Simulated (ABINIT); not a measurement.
Write the native input for ABINIT 10.8.3 (patched build) that does the following.

- Task: band structure
- Functional: SCAN
- Potentials or basis: JTH PAW PBE v2.0
- Cutoff: 653 eV
- k mesh: 11 × 11 × 11
- Occupations: fermi-dirac, width 0.05 eV
- Spin: no spin polarisation
- Fine-grid cutoff: 1251.72 eV

The system is Au.

```
Au
1.0
    -1.65727    1.65727    1.65727
     1.65727   -1.65727    1.65727
     1.65727    1.65727   -1.65727
Au
1
Direct
  0.00000 0.00000 0.00000
```

This isn't the form of Au at room conditions, which is fcc.

One way to write it, as run:

run.abi

```
# Datasets: ground state, then fixed potential
ndtset 2

# Pseudopotentials
pp_dirpath "./"
pseudos "Au.GGA_PBE-JTH.xml"

# Structure
acell 3*1.0
rprim
    -3.1317845248     3.1317845248     3.1317845248
     3.1317845248    -3.1317845248     3.1317845248
     3.1317845248     3.1317845248    -3.1317845248
ntypat 1
znucl 79
natom 1
typat 1
xred
     0.0000000000     0.0000000000     0.0000000000

# Plane-wave basis
ecut 24.0
pawecutdg 46.0

# Exchange and correlation
ixc -263267
usekden 1
pawxcdev 0

# Bands and occupations
occopt 3
tsmear 0.05 eV

# SCF cycle
nstep 100

# Output
iomode 3
prtwf 0
prteig 0
prtebands 0
enunit 1
prtden1 1
prtkden1 1
prtvha1 1
prtvclmb1 1
prtpot1 1

# Dataset 1
kptopt1 1
ngkpt1 11 11 11
nshiftk1 1
shiftk1 0.0 0.0 0.0
nband1 10
tolvrs1 1.0e-7

# Dataset 2: bands along G-H-N-G-P-H
iscf2 -2
getden2 1
getkden2 1
nband2 16
nbdbuf2 4
tolwfr2 1.0e-11
kptopt2 -5
ndivsm2 8
prteig2 1
kptbounds2
     0.0000000000     0.0000000000     0.0000000000
     0.5000000000    -0.5000000000     0.5000000000
     0.0000000000     0.0000000000     0.5000000000
     0.0000000000     0.0000000000     0.0000000000
     0.2500000000     0.2500000000     0.2500000000
     0.5000000000    -0.5000000000     0.5000000000
```

Potentials or basis: JTH PAW PBE v2.0.

Command:

```sh
$ abinit run.abi > log 2>&1
```

It gave:

```yaml
Pressure: -7.1 GPa
Band_gap_on_the_k_mesh: none (metal or under the smearing width)
Valence_electrons_inside_the_program's_atomic_spheres: Au 9.46 (radii [1.3275] Å)
```

Caveat: the PAW data sets were made with another functional, which shifts forces and pressure a little; spin-orbit coupling is left out, which moves the levels of the heavy elements.

It took 2.1 min on 1 thread of Arm Neoverse V1, with other jobs on the host, peak memory 0.11 GiB.
